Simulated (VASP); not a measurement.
**RbBr in VASP 6.6.1, single-point calculation**

INCAR

```
ISIF = 2
LWAVE = .FALSE.
LCHARG = .FALSE.
NBANDS = 24
GGA = PS
NSW = 0
IBRION = -1
LREAL = .FALSE.
EDIFF = 1E-7
PREC = Accurate
ISMEAR = 0
ENCUT = 520
NELM = 60
LASPH = .TRUE.
SIGMA = 0.01
ALGO = Eigenval
```

KPOINTS

```
KPOINTS created by Atomic Simulation Environment
0
Gamma
6 6 4
0 0 0
```

POSCAR

```
Rb Br
 1.0000000000000000
     5.8901392059322220    0.0000000000000000    0.0000000000000000
    -2.9450696029661110    5.1010101841640054    0.0000000000000000
     0.0000000000000000    0.0000000000000000    6.8703328346430190
 Rb  Br
   2   2
Cartesian
  0.0000000000000001  3.4006734561093364 -0.4293958021651889
  2.9450696029661105  1.7003367280546682  3.0057706151563202
  0.0000000000000001  3.4006734561093364  3.0057706151563202
  2.9450696029661105  1.7003367280546682  6.4409370324778292
```

The recommended PBE PAW datasets give the neutral cell 32 valence electrons.

Command

```
mpirun -np 1 vasp_std
```

Q: Predict the outcome of this run.

A: It converged. Results: gap between bands v and c on the k mesh -5.30 eV (bands overlap: a metal); least direct gap on the k mesh -1.68 eV; pressure 524.1 GPa. Band v is the last that the valence electrons fill when counted band by band, and c is the next.

OSZICAR

```
N       E                     dE             d eps       ncg     rms          rms(c)
EIG:   1     0.178451939179E+04    0.17845E+04    0.00000E+00     0   0.000E+00
EIG:   2     0.178451939179E+04   -0.31378E-10    0.00000E+00     0   0.000E+00
EIG:   3     0.178451939179E+04    0.32287E-10    0.00000E+00     0   0.000E+00
EIG:   4     0.178451939179E+04    0.51159E-10    0.00000E+00     0   0.000E+00
EIG:   5     0.178451939179E+04   -0.35925E-10    0.00000E+00     0   0.000E+00    0.154E+02
EIG:   6     0.200064512059E+04    0.21613E+03    0.00000E+00     0   0.000E+00    0.935E+01
EIG:   7     0.222386967764E+04    0.22322E+03    0.00000E+00     0   0.000E+00    0.941E+00
EIG:   8     0.224134420782E+04    0.17475E+02    0.00000E+00     0   0.000E+00    0.121E+00
EIG:   9     0.224155356576E+04    0.20936E+00    0.00000E+00     0   0.000E+00    0.837E-01
EIG:  10     0.224165231002E+04    0.98744E-01    0.00000E+00     0   0.000E+00    0.603E-02
EIG:  11     0.224165265813E+04    0.34811E-03    0.00000E+00     0   0.000E+00    0.896E-03
EIG:  12     0.224165267244E+04    0.14302E-04    0.00000E+00     0   0.000E+00    0.348E-03
EIG:  13     0.224165267382E+04    0.13829E-05    0.00000E+00     0   0.000E+00    0.328E-04
EIG:  14     0.224165267381E+04   -0.65083E-08    0.00000E+00     0   0.000E+00
   1 F= 0.22416527E+04 E0= 0.22416528E+04  d E =-.155541E-03
```

These settings aren't sound, so the numbers aren't properties of the crystal.

The fault: no self-consistency without orbitals.

On sound settings PBEsol gives a gap of 4.07 eV on its mesh and a pressure of -0.3 GPa for the intended cell. This run's energy (σ→0) differs from it by 563539 meV an atom.
